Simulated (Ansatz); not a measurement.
input.yaml

```yaml
crystal:
  lattice:
    - [1.579, 0.9116360751, 6.1633333333]
    - [-1.579, 0.9116360751, 6.1633333333]
    - [0.0, -1.8232721501, 6.1633333333]
  atoms:
    - { symbol: W, position: [0.0, 0.0, 0.0] }
    - { symbol: S, position: [0.2497, 0.2497, 0.2497] }
    - { symbol: S, position: [0.419, 0.419, 0.419] }
basis:
  ecutwfc: 420
kpoints:
  mp_grid: { grid: [6, 6, 6] }
hamiltonian:
  xc: pbe
  dispersion: d3bj
scf:
  occupations: { method: gaussian, width: 0.1 }
output:
  forces: true
  stress: true
  eigenvalues: true
relax:
  adjacent_minimum: "off"
  f_tol: 0.05
  max_steps: 80
  cell: { stress_tol: 0.5 }
```

Run as
```bash
ansatz run input.yaml --threads 1 --pin off --max-ram 2560MiB --backend cpu --events-out ev --progress --plain --runs-dir out
```

These are results of DFT PBE+D3(BJ), scalar-relativistic, plane waves, PAW (Ansatz 0.2.0), not measurements.

Part of what the program printed, abridged:

```
Pseudopotentials: kind: paw
Pseudopotential: W, paw, valence charge 14, recommended cutoff 420 eV (normal)
Pseudopotential: S, paw, valence charge 6, recommended cutoff 420 eV (normal)
Functional definition: PBE
Crystal: 3 atoms, lattice volume = 53.232 Å³
Basis set: ecut = 420 eV, 1011 PW (Γ), FFT grids on a1−a3, a2−a3, a3, exchange–correlation on 48×48×90 points (8 copies of the dense FFT grid, shifted against one another)
Bands: 17, of which v1, the nominal top of the filled ones, is band 13 counted from 1 (12 counted from 0)
Symmetry: 6 space group operations
Space group: R3m (ITA 160), of the structure as read, at distance tolerance 3.8e-5 Å
k-points: 32 of 216 (time reversal used)
Initial density: superposition of atomic densities (neutral atoms: chi_scale 0, normalization atom), corrected by the library's trained network
Initial wavefunctions: pseudopotential atomic-orbital guess
Functional: x = pbe(κ = 0.804, μ = 0.21951497), c = pbe(β = 0.06672455)
SCF iter   1: F=—  HF=-12192.641289 eV  |F-HF|=—  |Δ(HF+E_count)|=         —  Δρ=5.26e-3  dr2=7.44e-3  ethr=1.77e-3  ⟨swp⟩=5.7  Hψ=3051  notcnv=0
SCF iter   2: F=—  HF=-12192.645397 eV  |F-HF|=—  |Δ(HF+E_count)|=   4.11e-3  Δρ=3.44e-3  dr2=1.07e-2  ethr=2.86e-5  ⟨swp⟩=2.0  Hψ=1001  notcnv=0
SCF iter   3: F=—  HF=-12192.645275 eV  |F-HF|=—  |Δ(HF+E_count)|=   1.22e-4  Δρ=2.26e-3  dr2=3.85e-3  ethr=2.86e-5  ⟨swp⟩=2.1  Hψ=765  notcnv=0
SCF iter   4: F=—  HF=-12192.645679 eV  |F-HF|=—  |Δ(HF+E_count)|=   4.04e-4  Δρ=1.03e-3  dr2=4.53e-4  ethr=1.48e-5  ⟨swp⟩=2.2  Hψ=691  notcnv=0
SCF iter   5: F=—  HF=-12192.645882 eV  |F-HF|=—  |Δ(HF+E_count)|=   2.03e-4  Δρ=3.25e-4  dr2=5.69e-5  ethr=1.74e-6  ⟨swp⟩=2.2  Hψ=748  notcnv=0
SCF iter   6: F=—  HF=-12192.645867 eV  |F-HF|=—  |Δ(HF+E_count)|=   1.50e-5  Δρ=8.59e-5  dr2=2.23e-6  ethr=2.19e-7  ⟨swp⟩=2.1  Hψ=768  notcnv=0
SCF iter   7: F=—  HF=-12192.645870 eV  |F-HF|=—  |Δ(HF+E_count)|=   2.48e-6  Δρ=1.98e-5  dr2=4.17e-7  ethr=8.57e-9  ⟨swp⟩=2.0  Hψ=832  notcnv=0
SCF iter   8: F=-12192.645870 eV  HF=-12192.645870 eV  |F-HF|=2.67e-9  |Δ(HF+E_count)|=   9.19e-8  Δρ=5.13e-6  dr2=2.47e-8  ethr=3.85e-10  ⟨swp⟩=6.1  Hψ=2552  notcnv=0
SCF 1 converged in 8 iterations: F = -12192.645870 eV  dr2 = 2.47e-8
relax step   1: F+E_penalty+E_count = -12192.64586999 eV  Δ(F+E_penalty+E_count) = +0.000e0 eV  max|allowed force component| = 6.076e-1 eV/Å  Δτ_max = 0.0000 Å  P = +0.553 GPa  Ω = 53.232 Å³  (8 SCF iters, dr2 threshold 1.00e-7 eV, accepted)
Crystal: 3 atoms, lattice volume = 51.252 Å³
Basis set: ecut = 420 eV, 999 PW (Γ), FFT grids on a1−a3, a2−a3, a3, exchange–correlation on 48×48×90 points (8 copies of the dense FFT grid, shifted against one another)
Initial density: handed on by an earlier stage of this run
Initial wavefunctions: those handed on with the density
SCF iter   1: F=—  HF=-12192.653286 eV  |F-HF|=—  |Δ(HF+E_count)|=         —  Δρ=4.77e-3  dr2=9.80e-3  ethr=3.74e-5  ⟨swp⟩=1.8  Hψ=3328  notcnv=0
SCF iter   2: F=—  HF=-12192.651426 eV  |F-HF|=—  |Δ(HF+E_count)|=   1.86e-3  Δρ=2.22e-3  dr2=2.20e-3  ethr=3.74e-5  ⟨swp⟩=2.0  Hψ=768  notcnv=0
SCF iter   3: F=—  HF=-12192.651247 eV  |F-HF|=—  |Δ(HF+E_count)|=   1.79e-4  Δρ=1.02e-3  dr2=3.01e-4  ethr=8.45e-6  ⟨swp⟩=2.2  Hψ=741  notcnv=0
SCF iter   4: F=—  HF=-12192.651253 eV  |F-HF|=—  |Δ(HF+E_count)|=   5.70e-6  Δρ=1.37e-4  dr2=1.59e-5  ethr=1.16e-6  ⟨swp⟩=2.3  Hψ=815  notcnv=0
SCF iter   5: F=—  HF=-12192.651283 eV  |F-HF|=—  |Δ(HF+E_count)|=   3.00e-5  Δρ=2.17e-5  dr2=2.95e-7  ethr=6.10e-8  ⟨swp⟩=2.1  Hψ=747  notcnv=0
SCF iter   6: F=-12192.651283 eV  HF=-12192.651283 eV  |F-HF|=2.67e-9  |Δ(HF+E_count)|=   4.38e-9  Δρ=7.07e-6  dr2=1.91e-8  ethr=1.13e-9  ⟨swp⟩=3.3  Hψ=2398  notcnv=0
SCF 2 converged in 6 iterations: F = -12192.651283 eV  dr2 = 1.91e-8
relax step   2: F+E_penalty+E_count = -12192.65128272 eV  Δ(F+E_penalty+E_count) = -5.413e-3 eV  max|allowed force component| = 2.883e-1 eV/Å  Δτ_max = 0.0729 Å  P = +0.303 GPa  Ω = 51.252 Å³  energy of the carried Pulay correction = +3.648e-4 eV  (6 SCF iters, dr2 threshold 3.00e-7 eV, accepted)
Crystal: 3 atoms, lattice volume = 52.230 Å³
SCF iter   1: F=—  HF=-12192.657870 eV  |F-HF|=—  |Δ(HF+E_count)|=         —  Δρ=1.95e-3  dr2=2.70e-3  ethr=1.11e-5  ⟨swp⟩=2.1  Hψ=3125  notcnv=0
SCF iter   2: F=—  HF=-12192.657911 eV  |F-HF|=—  |Δ(HF+E_count)|=   4.06e-5  Δρ=1.63e-3  dr2=4.00e-3  ethr=1.04e-5  ⟨swp⟩=2.0  Hψ=766  notcnv=0
SCF iter   3: F=—  HF=-12192.657411 eV  |F-HF|=—  |Δ(HF+E_count)|=   4.99e-4  Δρ=8.51e-4  dr2=7.18e-4  ethr=1.04e-5  ⟨swp⟩=2.0  Hψ=758  notcnv=0
SCF iter   4: F=—  HF=-12192.657318 eV  |F-HF|=—  |Δ(HF+E_count)|=   9.35e-5  Δρ=3.75e-4  dr2=5.85e-5  ethr=2.76e-6  ⟨swp⟩=2.1  Hψ=694  notcnv=0
SCF iter   5: F=—  HF=-12192.657316 eV  |F-HF|=—  |Δ(HF+E_count)|=   1.41e-6  Δρ=1.23e-4  dr2=1.76e-5  ethr=2.25e-7  ⟨swp⟩=2.0  Hψ=732  notcnv=0
SCF iter   6: F=—  HF=-12192.657314 eV  |F-HF|=—  |Δ(HF+E_count)|=   2.39e-6  Δρ=3.83e-5  dr2=4.75e-7  ethr=6.78e-8  ⟨swp⟩=2.1  Hψ=737  notcnv=0
SCF iter   7: F=-12192.657314 eV  HF=-12192.657314 eV  |F-HF|=8.43e-9  |Δ(HF+E_count)|=   7.37e-8  Δρ=6.72e-6  dr2=1.76e-8  ethr=1.15e-9  ⟨swp⟩=6.0  Hψ=2469  notcnv=0
SCF 3 converged in 7 iterations: F = -12192.657314 eV  dr2 = 1.76e-8
relax step   3: F+E_penalty+E_count = -12192.65731381 eV  Δ(F+E_penalty+E_count) = -6.031e-3 eV  max|allowed force component| = 3.857e-2 eV/Å  Δτ_max = 0.0285 Å  P = -0.185 GPa  Ω = 52.230 Å³  energy of the carried Pulay correction = +1.829e-4 eV  (7 SCF iters, dr2 threshold 3.00e-7 eV, accepted)
Initial wavefunctions: pseudopotential atomic-orbital guess (no wavefunctions were taken with the density)
SCF iter   1: F=—  HF=-12192.657146 eV  |F-HF|=—  |Δ(HF+E_count)|=         —  Δρ=3.84e-5  dr2=1.25e-7  ethr=2.95e-7  ⟨swp⟩=3.1  Hψ=4580  notcnv=0
SCF iter   2: F=—  HF=-12192.657145 eV  |F-HF|=—  |Δ(HF+E_count)|=   1.38e-6  Δρ=1.86e-5  dr2=2.70e-8  ethr=4.80e-10  ⟨swp⟩=3.2  Hψ=1067  notcnv=0
SCF iter   3: F=—  HF=-12192.657145 eV  |F-HF|=—  |Δ(HF+E_count)|=   2.26e-8  Δρ=2.59e-6  dr2=6.49e-9  ethr=1.04e-10  ⟨swp⟩=2.1  Hψ=822  notcnv=0
SCF iter   4: F=-12192.657145 eV  HF=-12192.657145 eV  |F-HF|=4.00e-11  |Δ(HF+E_count)|=   1.22e-9  Δρ=8.80e-7  dr2=1.85e-10  ethr=2.50e-11  ⟨swp⟩=2.0  Hψ=768  notcnv=0
SCF iter   5: F=-12192.657145 eV  HF=-12192.657145 eV  |F-HF|=1.27e-11  |Δ(HF+E_count)|=  1.09e-10  Δρ=1.92e-7  dr2=2.24e-11  ethr=1.00e-12  ⟨swp⟩=2.4  Hψ=844  notcnv=0
SCF iter   6: F=-12192.657145 eV  HF=-12192.657145 eV  |F-HF|=1.82e-12  |Δ(HF+E_count)|=  3.64e-12  Δρ=3.85e-8  dr2=1.82e-12  ethr=1.00e-12  ⟨swp⟩=2.0  Hψ=1514  notcnv=0
SCF 4 converged in 6 iterations: F = -12192.657145 eV  dr2 = 1.82e-12
SCF converged after 6 iterations
Free energy (F): -12192.657145 eV
Harris-Foulkes:  -12192.657145 eV  (|F-HF|=1.82e-12)
Internal energy: -12192.657145 eV  (E = F + TS)
E sigma→0 (E₀):  -12192.657145 eV
Fermi energy:    12.587776 eV
--- Per-component energies (eV) ---
  E_band       = -177.939091
  E_kinetic    = 667.225255
  E_local      = -1667.550187  (includes V_loc(G=0)·N_el)
  E_nonlocal   = 57.428517
  E_hartree    = 657.861661
  E_xc         = -462.587190
  E_vxc        = -415.633051  (∫ρ·V_xc dr)
  E_paw        = -9763.165129  (= ΣΔE_a)
  E_vpaw       = -135.132842  (= ΣTr[D̂ρ^β])
  E_aug_tail   = -0.000062  (compensation charges beyond the density's cutoff)
  E_ewald      = -1680.561945
  E_disp       = -1.308067  (pairwise vdW)
  E_smearing   =  0.000000  (= −TS)
--- Forces (eV/Å), atoms counted from 1 ---
  atom   1  W      0.00000000     0.00000000     0.01803273
  atom   2  S      0.00000000     0.00000000     0.02054353
  atom   3  S      0.00000000     0.00000000    -0.03857474
--- Stress (GPa, compression-positive) ---
       -0.088573       0.000000       0.000000
        0.000000      -0.088573       0.000000
        0.000000       0.000000      -0.381023
  P = ⅓ Tr σ = -0.1861 GPa (-1.861 kbar)
--- Band table (eV; the first three rows and the last of 32) ---
  k-point 0: bands = ["-62.4941", "-26.7978", "-26.6112", "-26.6112", "-3.6090", "-1.5623", "4.3284", "8.6027", "8.6027", "9.8119", "9.8119", "10.7022", "10.7931", "14.2703", "14.2703", "14.5747", "14.5747"]
  k-point 1: bands = ["-62.4894", "-26.7810", "-26.7038", "-26.6327", "-3.1472", "-1.4346", "4.8842", "7.5892", "8.5929", "9.0442", "9.1845", "10.5648", "10.8353", "13.5891", "14.2616", "14.4884", "14.9581"]
  k-point 2: bands = ["-62.4800", "-26.8846", "-26.7471", "-26.6755", "-2.0447", "-1.1370", "5.3753", "6.5163", "7.0820", "8.2915", "9.7826", "9.9270", "10.1427", "13.7582", "14.1277", "15.4443", "15.6830"]
  k-point 31: bands = ["-62.4941", "-26.7979", "-26.6112", "-26.6112", "-3.3151", "-2.1089", "5.5562", "8.0966", "8.5794", "8.5794", "9.8601", "9.8601", "12.1351", "14.3527", "14.3527", "14.4326", "14.4326"]
--- Relaxed structure (3 steps of the walk, 3 accepted, 1 SCFs on fresh bases) ---
  F+E_penalty+E_count = -12192.65714479 eV   max|allowed force component| = 3.858e-2 eV/Å   (the final SCF, on the basis selected at the relaxed cell)
  cell:  # Å, volume = 52.2299 Å³
    - [1.57839883, 0.91128899, 6.05195080]
    - [-1.57839883, 0.91128899, 6.05195080]
    - [0.0, -1.82257798, 6.05195080]
  atoms:
    - { symbol: W, position: [0.00063371, 0.00063371, 0.00063371] }
    - { symbol: S, position: [0.24729707, 0.24729707, 0.24729707] }
    - { symbol: S, position: [0.42076921, 0.42076921, 0.42076921] }
```

The relaxation met its thresholds.

Time: 11 s on 1 thread of Intel(R) Xeon(R) Platinum 8375C CPU @ 2.90GHz (Ice Lake), on a shared host, peak memory 0.41 GiB.

The k mesh is coarse. Spin–orbit coupling is left out, which can shift energies with elements as heavy as these.